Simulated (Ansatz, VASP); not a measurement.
# One calculation of TePb, two programs

Contents of INCAR:

```
  PREC = Accurate
  ENCUT = 520
  EDIFF = 1E-7
  ISMEAR = 0
  SIGMA = 0.02
  LREAL = F
  LASPH = T
  NELM = 100
  ALGO = Normal
  ISIF = 2
  LWAVE = F
  LCHARG = F
  GGA = PE
  NBANDS = 17
```

File KPOINTS:

```
Automatic mesh
0
Gamma
  8 8 8
```

POSCAR

```
TePb
1.0
    0.0000000000      3.1489697403      3.1489697403
    3.1489697403      0.0000000000      3.1489697403
    3.1489697403      3.1489697403      0.0000000000
Te Pb
1 1
Direct
    0.5000000000      0.5000000000      0.5000000000
    0.0000000000      0.0000000000      0.0000000000
```

Input for Ansatz:

```yaml
crystal:
  lattice:
    - [0.0, 3.1489697403, 3.1489697403]
    - [3.1489697403, 0.0, 3.1489697403]
    - [3.1489697403, 3.1489697403, 0.0]
  atoms:
    - { symbol: Te, position: [0.5, 0.5, 0.5] }
    - { symbol: Pb, position: [0.0, 0.0, 0.0] }
basis:
  ecutwfc: 420
kpoints:
  mp_grid: { grid: [8, 8, 8] }
hamiltonian:
  xc: pbe
scf:
  occupations: { method: gaussian, width: 0.02 }
output:
  forces: true
  stress: true
  eigenvalues: true
```

Alike in both runs: task single point; functional PBE; k mesh 8 × 8 × 8; occupations gaussian, width 0.02 eV; no spin polarisation.

|  | VASP | Ansatz |
| --- | --- | --- |
| version | VASP 6.6.1 | Ansatz 0.2.0 |
| potentials or method | VASP PAW PBE potentials, release 64 (Te, Pb_d) | scalar-relativistic, plane waves, PAW |
| plane-wave cutoff (eV) | 520 | 420 |
| valence electrons in the cell | 20 | 30 |

|  | VASP | Ansatz | Ansatz less VASP |
| --- | --- | --- | --- |
| gap on the k mesh at the Fermi level (eV) | 0.55 | 0.54 | -0.005 |
| least direct gap on the mesh (eV) | 0.55 | 0.54 | -0.005 |
| pressure (GPa) | 6.5 | 6.5 | +0.04 |

The two sets of potentials don't hold the same shells in valence.

Caveats: spin-orbit coupling is left out, which as a rule narrows the gap of such compounds by several tenths of an eV. A k mesh can miss the band edges.
